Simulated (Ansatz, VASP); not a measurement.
**KBr: VASP beside Ansatz**

```
K Br
1.0
     0.00000    3.29250    3.29250
     3.29250    0.00000    3.29250
     3.29250    3.29250    0.00000
K Br
1 1
Direct
  0.97153 0.97153 0.02847
  0.50000 0.50000 0.50000
```

Change from the starting cell: all K atoms moved +0.188 Å, as atom 1 towards its neighbour atom 2 (Br) at 3.292 Å.

Alike in both runs: task single point; functional PBE; k mesh 6 × 6 × 6; occupations gaussian, width 0.05 eV; no spin polarisation.

|  | VASP | Ansatz |
| --- | --- | --- |
| version | VASP 6.6.1 | Ansatz 0.2.0 |
| potentials or method | VASP PAW PBE potentials, release 64 (K_sv, Br) | scalar-relativistic, plane waves, PAW |
| plane-wave cutoff (eV) | 520 | 420 |
| valence electrons in the cell | 16 | 16 |

```tsv
	VASP	Ansatz	Ansatz less VASP
gap on the k mesh at the Fermi level (eV)	4.46	4.46	+0.002
least direct gap on the mesh (eV)	4.46	4.46	+0.002
pressure (GPa)	1.1	1.0	-0.04
largest component of the traceless stress (GPa)	0.52	0.51	-0.008
rms of the force components (eV/Å)	0.154	0.152	-0.0023
```

Atom by atom the forces differ by 0.002 eV/Å (rms over components).
